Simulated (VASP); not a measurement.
# Li2S (Fm-3m) in VASP: a series of runs

Runs on Li2S. Level: PBE. Tasks: relaxation of cell and atoms.

Everything below comes from runs of VASP 6.6.1. Logs are shortened: lines on timing, memory, paths and dates and some standing lists are left out, and cuts for length are marked.

### 1 Starting point

The structure is cubic, space group Fm-3m (No. 225). The conventional cell has a = 5.689 Å, b = 5.689 Å, c = 5.689 Å, α = 90.00°, β = 90.00°, γ = 90.00°. Around Li (site symmetry -43m) lie 4 S at 2.46 Å. S (site symmetry m-3m) has 8 Li at 2.46 Å as nearest neighbours.

### 2 Relaxation of cell and atoms, PBE

INCAR reads:

```
SYSTEM = Li2S
PREC = Accurate ; ENCUT = 520
EDIFF = 1E-7 ; ISMEAR = 0
SIGMA = 0.02 ; LREAL = .False.
LASPH = .True. ; NELM = 100
ALGO = Normal ; ISIF = 3
LWAVE = .False. ; LCHARG = .False.
GGA = PE ; IBRION = 2
NSW = 80 ; EDIFFG = -0.002
```

KPOINTS reads:

```
Automatic mesh
0
Gamma
  4 4 4
  0 0 0
```

POSCAR reads:

```
Li2S
1.0
    0.0000000000      2.8445000000      2.8445000000
    2.8445000000      0.0000000000      2.8445000000
    2.8445000000      2.8445000000      0.0000000000
Li S
2 1
Direct
    0.2500000000      0.2500000000      0.2500000000
    0.7500000000      0.7500000000      0.7500000000
    0.0000000000      0.0000000000      0.0000000000
```

Potentials or basis: VASP PAW PBE potentials, release 64 (Li_sv, S).

On the command line:

```
cat potpaw_PBE.64/Li_sv/POTCAR potpaw_PBE.64/S/POTCAR > POTCAR
mpirun -np 1 vasp_std > vasp.out
```

OUTCAR:

```text
SYSTEM = Li2S
   PREC = Accurate
   ENCUT = 520
   EDIFF = 1E-7
   ISMEAR = 0
   LREAL = .False.
   LASPH = .True.
   NELM = 100
   ISIF = 3
   GGA = PE
   IBRION = 2
   NSW = 80
   EDIFFG = -0.002

 ion  position               nearest neighbor table
   1  0.250  0.250  0.250-   3 2.46   3 2.46   3 2.46   3 2.46
   2  0.750  0.750  0.750-   3 2.46   3 2.46   3 2.46   3 2.46
   3  0.000  0.000  0.000-   2 2.46   2 2.46   2 2.46   1 2.46   2 2.46   1 2.46   1 2.46   1 2.46

  LATTYP: Found a face centered cubic cell.
 ALAT       =     5.6890000000

  Lattice vectors:

 A1 = (   0.0000000000,   2.8445000000,   2.8445000000)
 A2 = (   2.8445000000,   0.0000000000,   2.8445000000)
 A3 = (   2.8445000000,   2.8445000000,   0.0000000000)

Analysis of symmetry for initial positions (statically):
=====================================================================
 Subroutine PRICEL returns:
 Original cell was already a primitive cell.

 Routine SETGRP: Setting up the symmetry group for a
 face centered cubic supercell.

 Subroutine GETGRP returns: Found 48 space group operations
 (whereof 48 operations were pure point group operations)
 out of a pool of 48 trial point group operations.

The static configuration has the point symmetry O_h .

Analysis of symmetry for dynamics (positions and initial velocities):
=====================================================================
 Subroutine PRICEL returns:
 Original cell was already a primitive cell.

 Routine SETGRP: Setting up the symmetry group for a
 face centered cubic supercell.

 Subroutine GETGRP returns: Found 48 space group operations
 (whereof 48 operations were pure point group operations)
 out of a pool of 48 trial point group operations.

The dynamic configuration has the point symmetry O_h .

 Subroutine INISYM returns: Found 48 space group operations
 (whereof 48 operations are pure point group operations),
 and found     1 'primitive' translations

----------------------------------------------------------------------------------------

                                     Primitive cell

  volume of cell :      46.0307

  direct lattice vectors                    reciprocal lattice vectors
     0.000000000  2.844500000  2.844500000    -0.175777817  0.175777817  0.175777817
     2.844500000  0.000000000  2.844500000     0.175777817 -0.175777817  0.175777817
     2.844500000  2.844500000  0.000000000     0.175777817  0.175777817 -0.175777817

  length of vectors
     4.022730478  4.022730478  4.022730478     0.304456110  0.304456110  0.304456110

  position of ions in fractional coordinates (direct lattice)
     0.250000000  0.250000000  0.250000000
     0.750000000  0.750000000  0.750000000
     0.000000000  0.000000000  0.000000000

  ion indices of the primitive-cell ions
   primitive index   ion index
                 1           1
                 2           2
                 3           3

----------------------------------------------------------------------------------------

 KPOINTS: Automatic mesh

Automatic generation of k-mesh.
 Grid dimensions read from file:
 generate k-points for:    4    4    4

 Generating k-lattice:

  Cartesian coordinates                     Fractional coordinates (reciprocal lattice)
    -0.043944454  0.043944454  0.043944454     0.250000000  0.000000000  0.000000000
     0.043944454 -0.043944454  0.043944454     0.000000000  0.250000000  0.000000000
     0.043944454  0.043944454 -0.043944454     0.000000000  0.000000000  0.250000000

  Length of vectors
     0.076114027  0.076114027  0.076114027

  Shift w.r.t. Gamma in fractional coordinates (k-lattice)
     0.000000000  0.000000000  0.000000000

 Subroutine IBZKPT returns following result:
 ===========================================

 Found      8 irreducible k-points:

 Following reciprocal coordinates:
            Coordinates               Weight
  0.000000  0.000000  0.000000      1.000000
  0.250000  0.000000  0.000000      8.000000
  0.500000  0.000000  0.000000      4.000000
  0.250000  0.250000  0.000000      6.000000
  0.500000  0.250000  0.000000     24.000000
 -0.250000  0.250000  0.000000     12.000000
  0.500000  0.500000  0.000000      3.000000
 -0.250000  0.500000  0.250000      6.000000
   k-points           NKPTS =      8   k-points in BZ     NKDIM =      8   number of bands    NBANDS=     10
   number of dos      NEDOS =    301   number of ions     NIONS =      3
   total plane-waves  NPLWV =  27000
   dimension x,y,z NGX =    30 NGY =   30 NGZ =   30
   dimension x,y,z NGXF=    60 NGYF=   60 NGZF=   60
   ions per type =               2   1
   NGX,Y,Z   is equivalent  to a cutoff of  12.40, 12.40, 12.40 a.u.
   NGXF,Y,Z  is equivalent  to a cutoff of  24.80, 24.80, 24.80 a.u.
 SYSTEM =  Li2S
   PREC   = accura    normal or accurate (medium, high low for compatibility)
   ISTART =      0    job   : 0-new  1-cont  2-samecut
   ICHARG =      2    charge: 1-file 2-atom 10-const
   ISPIN  =      1    spin polarized calculation?
   LNONCOLLINEAR =      F non collinear calculations
   LSORBIT =      F    spin-orbit coupling
   LASPH  =      T    aspherical Exc in radial PAW
   ENCUT  =  520.0 eV  38.22 Ry    6.18 a.u.   7.48  7.48  7.48*2*pi/ulx,y,z
   NELM   =    100;   NELMIN=  2; NELMDL= -5     # of ELM steps
   EDIFF  = 0.1E-06   stopping-criterion for ELM
   LREAL  =      F    real-space projection
   EDIFFG = -.2E-02   stopping-criterion for IOM
   NSW    =     80    number of steps for IOM
   IBRION =      2    ionic relax: 0-MD 1-quasi-New 2-CG
   NFREE  =      1    steps in history (QN), initial steepest desc. (CG)
   ISIF   =      3    stress and relaxation
   ISYM   =      2    0-nonsym 1-usesym 2-fastsym
   POTIM  = 0.5000    time-step for ionic-motion
   TEBEG  =    0.0;   TEEND  =   0.0 temperature during run
   PSTRESS=    0.0 pullay stress
   NELECT =      12.0000    total number of electrons
   NUPDOWN=      -1.0000    fix difference up-down
   EMIN   =  10.00;   EMAX   =-10.00  energy-range for DOS
   EFERMI =   0.00;   METHOD = LEGACY
   ISMEAR =     0;   SIGMA  =   0.02  broadening in eV -4-tet -1-fermi 0-gaus
   EFERMI_NEDOS =   21; number of points for ismear=-14 and -15
   IALGO  =     38    algorithm
   IMIX   =      4    mixing-type and parameters
     AMIX     =   0.40;   BMIX     =  1.00
     AMIX_MAG =   1.60;   BMIX_MAG =  1.00
  volume/ion in A,a.u.               =      15.34       103.54
  Fermi-wavevector in a.u.,A,eV,Ry     =   1.045810  1.976294 14.880934  1.093718
  Thomas-Fermi vector in A             =   2.180621
   LORBIT       =      0    0 simple, 1 ext, 2 COOP (PROOUT), +10 PAW based schemes
   GGA     = PE    functional components
   LHFCALC =     F    Hartree Fock is set to
   AEXX    =    0.0000 exact exchange contribution
   IVDW    =     0    specifies the selected vdW correction
   LEPSILON=     F    determine dielectric tensor
   LRPA    =     F    only Hartree local field effects (RPA)
 conjugate gradient relaxation of ions
 non-spin polarized calculation
 Gauss-broadening in eV      SIGMA  =   0.02
  energy-cutoff  :      520.00
  volume of cell :       46.03
 maximum number of plane-waves:      1245
 NGX is ok and might be reduce to    30
   NGX = 15   NGY = 15   NGZ = 15

--------------------------------------- Ionic step        1  -------------------------------------------

 number of electron      11.9999991 magnetization

 Free energy of the ion-electron system (eV)
  ---------------------------------------------------
  ext. energy  EPLUGINS =         0.00000000
  ---------------------------------------------------
  free energy    TOTEN  =       -11.98729218 eV

  energy without entropy =      -11.98729218  energy(sigma->0) =      -11.98729218

------------------------ aborting loop because EDIFF is reached ----------------------------------------

  FORCE on cell =-STRESS in cart. coord.  units (eV):
  Direction    XX          YY          ZZ          XY          YZ          ZX
  --------------------------------------------------------------------------------------
  -------------------------------------------------------------------------------------
  Total        0.0929135      0.0929135      0.0929135      0.0000000      0.0000000     -0.0000000
  in kB        3.2340104      3.2340104      3.2340104      0.0000000      0.0000000     -0.0000000
  external PRESSURE =       3.2340104 kB  Pullay stress =       0.0000000 kB

 VOLUME and BASIS-vectors are now :
 -----------------------------------------------------------------------------
  energy-cutoff  :      520.00
  volume of cell :       46.03
      direct lattice vectors                 reciprocal lattice vectors
     0.000000000  2.844500000  2.844500000    -0.175777817  0.175777817  0.175777817
     2.844500000  0.000000000  2.844500000     0.175777817 -0.175777817  0.175777817
     2.844500000  2.844500000  0.000000000     0.175777817  0.175777817 -0.175777817
[... 38 lines left out ...]
 POSITION                                       TOTAL-FORCE (eV/Angst)
 -----------------------------------------------------------------------------------
      1.42438      1.42438      1.42438         0.000000      0.000000      0.000000
      4.27313      4.27313      4.27313        -0.000000     -0.000000     -0.000000
      0.00000      0.00000      0.00000        -0.000000      0.000000      0.000000
 -----------------------------------------------------------------------------------
    total drift:                                0.000000     -0.000000      0.000000

  FREE ENERGIE OF THE ION-ELECTRON SYSTEM (eV)
  ---------------------------------------------------
  free  energy   TOTEN  =       -11.9875870456 eV

  energy  without entropy=      -11.9875870456  energy(sigma->0) =      -11.98758705

--------------------------------------- Ionic step        3  -------------------------------------------

 number of electron      11.9999986 magnetization

 Free energy of the ion-electron system (eV)
  ---------------------------------------------------
  ext. energy  EPLUGINS =         0.00000000
  ---------------------------------------------------
  free energy    TOTEN  =       -11.98764768 eV

  energy without entropy =      -11.98764768  energy(sigma->0) =      -11.98764768

 E-fermi :   1.5585     XC(G=0):  -8.4944

 val. band max:        1.4551999785   @ k =   0.0000   0.0000   0.0000
 cond. band min:       4.8415121687   @ k =   0.5000   0.5000   0.0000
 fundamental gap:      3.3863121902
 Fermi energy:         1.5584994895

 k-point     1 :       0.0000    0.0000    0.0000
  band No.  band energies     occupation
      1     -42.7400      2.00000
      2     -42.6978      2.00000
      3      -9.5597      2.00000
      4       1.4552      2.00000
      5       1.4552      2.00000
      6       1.4552      2.00000
      7       5.7150      0.00000
      8       7.6785      0.00000
      9       7.6785      0.00000
     10       7.6785      0.00000

 k-point     2 :       0.2500    0.0000    0.0000
  band No.  band energies     occupation
      1     -42.7334      2.00000
      2     -42.7036      2.00000
      3      -9.3589      2.00000
      4      -0.2250      2.00000
      5       1.1781      2.00000
      6       1.1781      2.00000
      7       6.8165      0.00000
      8       8.2381      0.00000
      9       8.2381      0.00000
     10       8.8648      0.00000
[... 98 lines left out ...]
 POSITION                                       TOTAL-FORCE (eV/Angst)
 -----------------------------------------------------------------------------------
      1.42578      1.42578      1.42578        -0.000000     -0.000000     -0.000000
      4.27734      4.27734      4.27734         0.000000      0.000000      0.000000
      0.00000      0.00000      0.00000        -0.000000     -0.000000     -0.000000
 -----------------------------------------------------------------------------------
    total drift:                                0.000000     -0.000000      0.000000

  FREE ENERGIE OF THE ION-ELECTRON SYSTEM (eV)
  ---------------------------------------------------
  free  energy   TOTEN  =       -11.9876476830 eV

  energy  without entropy=      -11.9876476830  energy(sigma->0) =      -11.98764768

 reached required accuracy - stopping structural energy minimisation
```

It took 6.3 s on 1 thread of Intel Xeon 6975P-C (Granite Rapids), shared host; peak memory 0.15 GiB.

These settings aren't checked as converged: the numbers below hold their error.

What came out:

```yaml
Free_energy: -11.9876 eV
Relaxed_volume: 15.46 Å³/atom
Relaxed_cell: a = 4.033 Å, b = 4.033 Å, c = 4.033 Å, α = 60.00°, β = 60.00°, γ = 60.00°
Space_group_after_relaxing_to_0.05_Å: Fm-3m (No. 225)
Energy_gained_by_relaxing: 0.1 meV/atom
Ionic_steps: 3
Band_gap_on_the_k_mesh: 3.39 eV, indirect (least direct gap 4.26 eV)
```

Caveat: the k mesh is coarse (spacing up to 0.48 Å⁻¹), so the values aren't converged; the cutoff is under 1.25 times the usual one of these potentials, so pressure, stress and relaxed cells hold a basis-set (Pulay) error.

### 3 Relaxation of cell and atoms, PBE

This run uses another cell than the first one, of 15.46 Å³/atom, 1.007 times its volume.

INCAR is that of step 2.

KPOINTS is that of step 2.

POSCAR reads:

```
Li2S                                    
1.0
   -0.0000000000      2.8515608379      2.8515608379
    2.8515608379      0.0000000000      2.8515608379
    2.8515608379      2.8515608379      0.0000000000
  Li              S             
     2     1
Direct
     0.2500000000000000    0.2500000000000000    0.2500000000000000
     0.7500000000000000    0.7500000000000000    0.7500000000000000
     0.0000000000000000    0.0000000000000000    0.0000000000000000
```

Potentials or basis: VASP PAW PBE potentials, release 64 (Li_sv, S).

On the command line:

```
cat potpaw_PBE.64/Li_sv/POTCAR potpaw_PBE.64/S/POTCAR > POTCAR
mpirun -np 1 vasp_std > vasp.out
```

OUTCAR:

```text
SYSTEM = Li2S
   PREC = Accurate
   ENCUT = 520
   EDIFF = 1E-7
   ISMEAR = 0
   LREAL = .False.
   LASPH = .True.
   NELM = 100
   ISIF = 3
   GGA = PE
   IBRION = 2
   NSW = 80
   EDIFFG = -0.002

 ion  position               nearest neighbor table
   1  0.250  0.250  0.250-   3 2.47   3 2.47   3 2.47   3 2.47
   2  0.750  0.750  0.750-   3 2.47   3 2.47   3 2.47   3 2.47
   3  0.000  0.000  0.000-   1 2.47   2 2.47   2 2.47   2 2.47   2 2.47   1 2.47   1 2.47   1 2.47

  LATTYP: Found a face centered cubic cell.
 ALAT       =     5.7031216758

  Lattice vectors:

 A1 = (   0.0000000000,   2.8515608379,   2.8515608379)
 A2 = (   2.8515608379,   0.0000000000,   2.8515608379)
 A3 = (   2.8515608379,   2.8515608379,   0.0000000000)

Analysis of symmetry for initial positions (statically):
=====================================================================
 Subroutine PRICEL returns:
 Original cell was already a primitive cell.

 Routine SETGRP: Setting up the symmetry group for a
 face centered cubic supercell.
[... 163 lines left out ...]
  band No.  band energies     occupation
      1     -42.7400      2.00000
      2     -42.6978      2.00000
      3      -9.5598      2.00000
      4       1.4551      2.00000
      5       1.4551      2.00000
      6       1.4551      2.00000
      7       5.7150      0.00000
      8       7.6785      0.00000
      9       7.6785      0.00000
     10       7.6785      0.00000
[... 79 lines left out ...]
 k-point     8 :      -0.2500    0.5000    0.2500
  band No.  band energies     occupation
      1     -42.7178      2.00000
      2     -42.7178      2.00000
      3      -8.9931      2.00000
      4      -0.3630      2.00000
      5      -0.3630      2.00000
      6      -0.2959      2.00000
      7       6.9252      0.00000
      8       8.7312      0.00000
      9      10.3396      0.00000
     10      10.3396      0.00000

------------------------ aborting loop because EDIFF is reached ----------------------------------------

  FORCE on cell =-STRESS in cart. coord.  units (eV):
  Direction    XX          YY          ZZ          XY          YZ          ZX
  --------------------------------------------------------------------------------------
  -------------------------------------------------------------------------------------
  Total        0.0034575      0.0034575      0.0034575     -0.0000000      0.0000000     -0.0000000
  in kB        0.1194516      0.1194516      0.1194516     -0.0000000      0.0000000     -0.0000000
  external PRESSURE =       0.1194516 kB  Pullay stress =       0.0000000 kB

 VOLUME and BASIS-vectors are now :
 -----------------------------------------------------------------------------
  energy-cutoff  :      520.00
  volume of cell :       46.37
      direct lattice vectors                 reciprocal lattice vectors
     0.000000000  2.851560838  2.851560838    -0.175342568  0.175342568  0.175342568
     2.851560838  0.000000000  2.851560838     0.175342568 -0.175342568  0.175342568
     2.851560838  2.851560838  0.000000000     0.175342568  0.175342568 -0.175342568

 POSITION                                       TOTAL-FORCE (eV/Angst)
 -----------------------------------------------------------------------------------
      1.42578      1.42578      1.42578         0.000000      0.000000      0.000000
      4.27734      4.27734      4.27734        -0.000000     -0.000000     -0.000000
      0.00000      0.00000      0.00000        -0.000000     -0.000000      0.000000
 -----------------------------------------------------------------------------------
    total drift:                                0.000000     -0.000000      0.000000

  FREE ENERGIE OF THE ION-ELECTRON SYSTEM (eV)
  ---------------------------------------------------
  free  energy   TOTEN  =       -11.9878409367 eV

  energy  without entropy=      -11.9878409367  energy(sigma->0) =      -11.98784094

 reached required accuracy - stopping structural energy minimisation
```

OSZICAR:

```text
N       E                     dE             d eps       ncg     rms          rms(c)
DAV:   1     0.401254820991E+02    0.40125E+02   -0.58000E+03   160   0.117E+03
DAV:   2    -0.560388734273E+01   -0.45729E+02   -0.44900E+02   208   0.202E+02
DAV:   3    -0.120671134589E+02   -0.64632E+01   -0.64409E+01   284   0.556E+01
DAV:   4    -0.122906625863E+02   -0.22355E+00   -0.22346E+00   232   0.126E+01
DAV:   5    -0.122951357985E+02   -0.44732E-02   -0.44732E-02   236   0.142E+00    0.386E+00
DAV:   6    -0.119917706081E+02    0.30337E+00   -0.70303E-01   168   0.372E+00    0.297E+00
DAV:   7    -0.119768556607E+02    0.14915E-01   -0.20199E-01   234   0.221E+00    0.180E+00
DAV:   8    -0.119877910153E+02   -0.10935E-01   -0.30510E-02   216   0.122E+00    0.543E-01
DAV:   9    -0.119871815876E+02    0.60943E-03   -0.21856E-03   202   0.245E-01    0.220E-01
DAV:  10    -0.119878323192E+02   -0.65073E-03   -0.12920E-03   172   0.224E-01    0.104E-01
DAV:  11    -0.119878342476E+02   -0.19284E-05   -0.38976E-05   226   0.517E-02    0.250E-02
DAV:  12    -0.119878414599E+02   -0.72123E-05   -0.13745E-05   186   0.244E-02    0.974E-03
DAV:  13    -0.119878410594E+02    0.40056E-06   -0.41705E-07   210   0.640E-03    0.344E-03
DAV:  14    -0.119878408800E+02    0.17943E-06   -0.59679E-08   172   0.219E-03    0.951E-04
DAV:  15    -0.119878409367E+02   -0.56701E-07   -0.12352E-08    92   0.110E-03
   1 F= -.11987841E+02 E0= -.11987841E+02  d E =-.119878E+02
```

Wall time 3.3 s (1 thread of Intel Xeon 6975P-C (Granite Rapids), shared host); peak memory 0.15 GiB.

The run converged, but some of its settings lie outside the range that counts as converged, so its numbers aren't taken as properties of the crystal.

Results:

```
Free energy            : -11.9878 eV
Band gap on the k mesh : 3.39 eV, indirect (least direct gap 4.26 eV)
```

Caveat: the k mesh is coarse (spacing up to 0.48 Å⁻¹), so the values aren't converged; the cutoff is under 1.25 times the usual one of these potentials, so pressure, stress and relaxed cells hold a basis-set (Pulay) error; the relaxation stopped at its first step, so nothing moved.
